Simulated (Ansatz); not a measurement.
# WC in Ansatz: the effect of functional

The system is WC.

```
W C
1.0
     0.00000    2.17797    2.17797
     2.17797    0.00000    2.17797
     2.17797    2.17797    0.00000
W C
1 1
Direct
  0.00000 0.00000 0.00000
  0.50000 0.50000 0.50000
```

Measurements of this composition are mostly on another form, of space group No. 187.

The cell isn't the ideal one: volume scaled by 0.98.

Alike in all runs:

```yaml
Program: Ansatz 0.2.0
Task: single point
Potentials_or_basis: Ansatz PAW
k_mesh: 10 × 10 × 10
Occupations: fermi-dirac, width 0.05 eV
Spin: no spin polarisation
```

```csv
functional,cutoff,pressure (GPa)
LDA,420 eV (not typed: the program's choice for these potentials),-9.1
PBEsol,420 eV (not typed: the program's choice for these potentials),?
r2SCAN,500 eV (not typed: the program's choice for these potentials),2.2
```

Question: What does the run with functional PBEsol give?

Answer: Pressure -2.9 GPa.

Caveats: the PAW data sets come from PBE, with cores solved anew for the run's functional, which leaves a small shift of forces and pressure.

Runs at the PBE level aren't shown here.
